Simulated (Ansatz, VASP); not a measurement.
**One calculation of SnTe, two programs**

File INCAR:

```
PREC = Accurate ; ENCUT = 520
EDIFF = 1E-8 ; ISMEAR = -1
SIGMA = 0.08 ; LREAL = F
LASPH = T ; NELM = 100
ALGO = Normal ; ISIF = 2
LWAVE = F ; LCHARG = F
GGA = PE ; LEFG = T
NBANDS = 17
```

File KPOINTS:

```
Automatic mesh
0
Gamma
  11 11 11
```

The input POSCAR:

```
SnTe
1.0
    0.0000000000      3.1825879599      3.1825879599
    3.1825879599      0.0000000000      3.1825879599
    3.1825879599      3.1825879599      0.0000000000
Sn Te
1 1
Direct
    0.0000000000      0.0000000000      0.0000000000
    0.5000000000      0.5000000000      0.5000000000
```

Input for Ansatz:

```yaml
crystal:
  lattice:
    - [0.0, 3.1825879599, 3.1825879599]
    - [3.1825879599, 0.0, 3.1825879599]
    - [3.1825879599, 3.1825879599, 0.0]
  atoms:
    - { symbol: Sn, position: [0.0, 0.0, 0.0] }
    - { symbol: Te, position: [0.5, 0.5, 0.5] }
kpoints:
  mp_grid: { grid: [11, 11, 11] }
scf:
  occupations: { method: fermi_dirac, width: 0.08 }
hamiltonian:
  xc: pbe
  pseudopotentials: { kind: paw }
output:
  forces: true
  stress: true
  eigenvalues: true
  efg: { contact_densities: true }
```

Change from the starting cell: volume scaled by 1.025, PAW files.

Alike in both runs: task electric field gradients; functional PBE; k mesh 11 × 11 × 11; occupations fermi-dirac, width 0.08 eV; no spin polarisation.

```csv
,VASP,Ansatz
version,VASP 6.6.1,Ansatz 0.2.0
potentials or method,"VASP PAW PBE potentials, release 64 (Sn_d, Te)","PAW with Ansatz's default frozen-core files, scalar-relativistic"
plane-wave cutoff (eV),520,420
valence electrons in the cell,20,30
```

|  | VASP | Ansatz | Ansatz less VASP |
| --- | --- | --- | --- |
| pressure (GPa) | 0.9 | 0.9 | +0.02 |
| Vzz of the field gradient on the site that differs most (V/Å²) | 0.0 | 0.0 | 0.00 |

The two sets of potentials don't hold the same shells in valence. Ansatz warned: «gradients_without_spin_orbit».

The runs have no spin-orbit coupling, so splittings on Te are missing.
